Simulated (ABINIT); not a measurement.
Pt, 1 atom in the cell. It takes space group Fm-3m (No. 225, cubic). Conventional cell: a = 3.922 Å, b = 3.922 Å, c = 3.922 Å, α = 90.00°, β = 90.00°, γ = 90.00°. Pt (site symmetry m-3m) has 12 Pt at 2.77 Å as nearest neighbours. 

- Program: ABINIT 10.8.3 (patched build)
- Task: equation of state
- Functional: PBE
- Potentials or basis: Ansatz NC PBE
- Cutoff: 1143 eV
- k mesh: 12 × 12 × 12
- Occupations: fermi-dirac, width 0.05 eV
- Spin: no spin polarisation

Potentials or basis: Ansatz NC PBE.

The run is started by

```bash
$ abinit run.abi > log 2>&1
```

Hardware: 1 thread of Arm Neoverse V1 (shared host).

Q: How long does it take, and how much memory?

A: It took 3.3 min on 1 thread of Arm Neoverse V1, with other jobs on the host, peak memory 0.11 GiB. Counts: scf iterations 49, mpi ranks 1, k points 72, bands 13, plane waves 1267.
